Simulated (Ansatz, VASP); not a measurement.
# BaS in VASP and in Ansatz

```
Ba S
1.0
     3.83376    0.00000    0.00000
     0.00000    3.83376    0.00000
     0.00000    0.00000    3.83376
Ba S
1 1
Direct
  0.00000 0.00000 0.00000
  0.50000 0.50000 0.50000
```

Alike in both runs: task single point; functional r2SCAN; k mesh 4 × 4 × 4; no spin polarisation.

|  | VASP | Ansatz |
| --- | --- | --- |
| version | VASP 6.6.1 | Ansatz 0.2.0 |
| potentials or method | VASP PAW PBE potentials, release 64 (Ba_sv, S) | plane waves |
| plane-wave cutoff (eV) | 520 | 500 |
| occupations | gaussian, width 0.01 eV | fixed |
| valence electrons in the cell | 16 | 16 |

Ansatz gave:

| Quantity | Value |
| --- | --- |
| gap on the k mesh at the Fermi level (eV) | 1.92 |
| pressure (GPa) | 0.1 |

Estimate VASP's values.

gap on the k mesh at the Fermi level (eV): 1.80; pressure (GPa): 1.0.

Caveats: the PAW data sets were made with another functional, which shifts forces and pressure a little (VASP); spin-orbit coupling is left out, which moves the levels of the heavy elements. A k mesh can miss the band edges. r2SCAN opens gaps a little over a GGA but as a rule still falls short of measured ones.
